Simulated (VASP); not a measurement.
# Settings for AlRu: self-consistent run

AlRu, P1 (no. 1), 24 atoms in the cell. PBEsol; PAW potentials Ru_pv, Al (PBE set). VASP 6.6.1.

Wanted: energy within 2 meV/atom; forces within 0.01 eV/Å.

What the run is for: forces in a large cell; Accuracy asked: standard; Cell repeated: 2 × 2 × 3.

POSCAR:
```
AlRu
1.0
    5.9832000000      0.0000000000      0.0000000000
    0.0000000000      5.9832000000      0.0000000000
    0.0000000000      0.0000000000      8.9748000000
Ru Al
12 12
Direct
    0.2552700000      0.2477320000      0.1637310000
    0.2450230000      0.2512080000      0.5008670000
    0.2456750000      0.2527980000      0.8298730000
    0.2451680000      0.7468240000      0.1633190000
    0.2464220000      0.7418450000      0.5005480000
    0.2569360000      0.7483350000      0.8325160000
    0.7458870000      0.2461140000      0.1634290000
    0.7475400000      0.2589750000      0.4990590000
    0.7539560000      0.2520550000      0.8308180000
    0.7511080000      0.7619260000      0.1697420000
    0.7543060000      0.7463510000      0.5005600000
    0.7581930000      0.7501260000      0.8330230000
   -0.0027410000      0.0030070000     -0.0082240000
    0.0082530000     -0.0014530000      0.3311520000
    0.0041790000      0.0076080000      0.6630560000
   -0.0106090000      0.4902870000     -0.0068780000
   -0.0029120000      0.5038820000      0.3328580000
    0.0070810000      0.4987020000      0.6641590000
    0.4961340000      0.0029140000     -0.0021870000
    0.5012440000     -0.0074110000      0.3299900000
    0.5014380000     -0.0044680000      0.6582080000
    0.5018340000      0.4945090000     -0.0058100000
    0.4997570000      0.5041620000      0.3312940000
    0.5042240000      0.4993280000      0.6613300000
```

The series start from Plane-wave cutoff (eV): 280; Projection operators (LREAL): Auto, ROPT -0.00025; Precision mode (PREC): Normal; Electronic threshold (eV): 1e-5; Parallel layout: defaults; Electronic algorithm: ALGO=Normal; Bands a block (NSIM): NSIM=4; Data layout and linear algebra: defaults. Each series keeps the choices made before it, and each single choice may use up half of a tolerance.

## Plane-wave cutoff (eV)

| Plane-wave cutoff (eV) | Energy less reference (meV/atom) | Forces, largest deviation (eV/Å) | SCF iterations | Time (s) |
|---|---|---|---|---|
| 220 | 61.4 | 0.015 | 21 | 29 |
| 240 | 19.5 | 0.012 | 21 | 35 |
| 280 | 2.0 | 0.012 | 21 | 25 |
| 310 | -1.0 | 0.008 | 21 | 42 |
| 380 (reference) | 0.0 | 0.000 | 21 | 61 |

Chosen: 380; the next looser run is off by more than half of the tolerance, so convergence isn't shown beyond this value.

## Projection operators (LREAL)

| Projection operators (LREAL) | Energy less reference (meV/atom) | Forces, largest deviation (eV/Å) | SCF iterations | Time (s) |
|---|---|---|---|---|
| Auto, ROPT -0.005 | 5.3 | 0.208 | 21 | 48 |
| Auto, ROPT -0.002 | -0.7 | 0.090 | 21 | 43 |
| Auto, ROPT -0.001 | -1.4 | 0.010 | 21 | 44 |
| Auto, ROPT -0.0005 | -0.7 | 0.006 | 21 | 42 |
| Auto, ROPT -0.00025 | -0.4 | 0.004 | 21 | 61 |
| Auto, ROPT -0.0001 | -0.3 | 0.002 | 21 | 43 |
| False (reference) | 0.0 | 0.000 | 21 | 51 |

Chosen: Auto, ROPT -0.00025, the loosest value from which every tighter one stays within half of the tolerance.

## Precision mode (PREC)

| Precision mode (PREC) | Energy less reference (meV/atom) | Forces, largest deviation (eV/Å) | SCF iterations | Time (s) |
|---|---|---|---|---|
| SingleN | 0.3 | 0.024 | 21 | 58 |
| Normal | 0.0 | 0.005 | 21 | 61 |
| Accurate (reference) | 0.0 | 0.000 | 21 | 101 |

Chosen: Normal.

## Electronic threshold (eV)

| Electronic threshold (eV) | Energy less reference (meV/atom) | Forces, largest deviation (eV/Å) | SCF iterations | Time (s) |
|---|---|---|---|---|
| 0.001 | 0.0 | 0.014 | 16 | 39 |
| 0.0001 | 0.0 | 0.006 | 19 | 47 |
| 1e-5 | 0.0 | 0.001 | 21 | 61 |
| 1e-6 | 0.0 | 0.001 | 22 | 52 |
| 1e-7 (reference) | 0.0 | 0.000 | 25 | 52 |

Chosen: 1e-5.

## Parallel layout

| Parallel layout | Energy less reference (meV/atom) | Forces, largest deviation (eV/Å) | SCF iterations | Time (s) |
|---|---|---|---|---|
| defaults | 0.0 | 0.000 | 21 | 61 |
| NCORE=2 | 0.0 | 0.000 | 21 | 36 |
| NCORE=4 | 0.0 | 0.000 | 21 | 46 |
| NCORE=8 | 0.0 | 0.000 | 21 | 43 |
| KPAR=2 | 0.0 | 0.000 | 21 | 45 |
| KPAR=2 NCORE=2 | 0.0 | 0.000 | 21 | 37 |
| KPAR=4 | 0.0 | 0.000 | 21 | 54 |
| KPAR=4 NCORE=2 | 0.0 | 0.000 | 21 | 48 |
| KPAR=8 | 0.0 | 0.000 | 21 | 67 |
| NPAR=2 | 0.0 | 0.000 | 21 | 43 |

Chosen: NCORE=2, the fastest of those that stay within half of the tolerance.

## Electronic algorithm

| Electronic algorithm | Energy less reference (meV/atom) | Forces, largest deviation (eV/Å) | SCF iterations | Time (s) |
|---|---|---|---|---|
| ALGO=Normal | 0.0 | 0.000 | 21 | 36 |
| ALGO=Fast | 0.0 | 0.001 | 22 | 41 |
| ALGO=VeryFast | 0.0 | 0.001 | 28 | 41 |
| ALGO=All ISEARCH=1 | 0.0 | 0.009 | 30 | 62 |

Chosen: ALGO=Normal; no other choice that stays within half of the tolerance saves 30 % of the time.

## Bands a block (NSIM)

| Bands a block (NSIM) | Energy less reference (meV/atom) | Forces, largest deviation (eV/Å) | SCF iterations | Time (s) |
|---|---|---|---|---|
| NSIM=4 | 0.0 | 0.000 | 21 | 36 |
| NSIM=1 | 0.0 | 0.000 | 21 | 34 |
| NSIM=2 | 0.0 | 0.000 | 21 | 36 |
| NSIM=8 | 0.0 | 0.000 | 21 | 30 |
| NSIM=16 | 0.0 | 0.000 | 21 | 46 |

Chosen: NSIM=4.

## Data layout and linear algebra

| Data layout and linear algebra | Energy less reference (meV/atom) | Forces, largest deviation (eV/Å) | SCF iterations | Time (s) |
|---|---|---|---|---|
| defaults | 0.0 | 0.000 | 21 | 36 |
| LPLANE=False | 0.0 | 0.000 | 21 | 47 |
| LSCALAPACK=False | 0.0 | 0.000 | 21 | 33 |
| LSCALU=True | 0.0 | 0.000 | 21 | 30 |

Chosen: defaults.

## All choices together

| Input | Energy less reference (meV/atom) | Forces, largest deviation (eV/Å) | Time (s) |
|---|---|---|---|
| the program's defaults (naive) | 18.6 | 0.039 | 19 |
| chosen settings | -0.4 | 0.004 | 36 |
| reference settings throughout | 0.0 | 0.000 | 70 |

The chosen settings stay within the tolerance of the reference run, but the reference itself isn't shown to be converged in: Plane-wave cutoff (eV).

## The input

INCAR:
```
  GGA = PS
  ISMEAR = 1
  SIGMA = 0.1
  LWAVE = False
  LCHARG = False
  ISIF = 2
  ISYM = 0
  PREC = Normal
  LASPH = True
  LREAL = Auto
  ALGO = Normal
  EDIFF = 1E-5
  NELM = 120
  GGA_COMPAT = False
  ENCUT = 380
  ROPT = -0.00025 -0.00025
  NCORE = 2
  NSIM = 4
```

KPOINTS:
```
k-points
0
Gamma
  3 3 2
```

Commands:
```
cat potpaw_PBE.64/Ru_pv/POTCAR potpaw_PBE.64/Al/POTCAR > POTCAR
mpirun -np 8 vasp_std > vasp.out
```

Limits: Only the k mesh 3 × 3 × 2 was run, so its error is untested.

The chosen input took VASP 6.6.1 36 s on 8 cores (Intel Xeon 6975P-C (Granite Rapids)), a shared host.

## An input that fails: Gamma-only program on a mesh of k points

VASP's message: You are using the Gamma-point-only version with more than one k-point or some other non-Gamma k-point.

k mesh: 3 × 3 × 2 becomes 2 × 2 × 2.

Changes against the starting input:
```
- NELM = 120
+ NELM = 84
- vasp_std
+ vasp_gam
(KPOINTS)
-k-points
+Automatic mesh
-  3 3 2
+  2 2 2
+  0 0 0
```
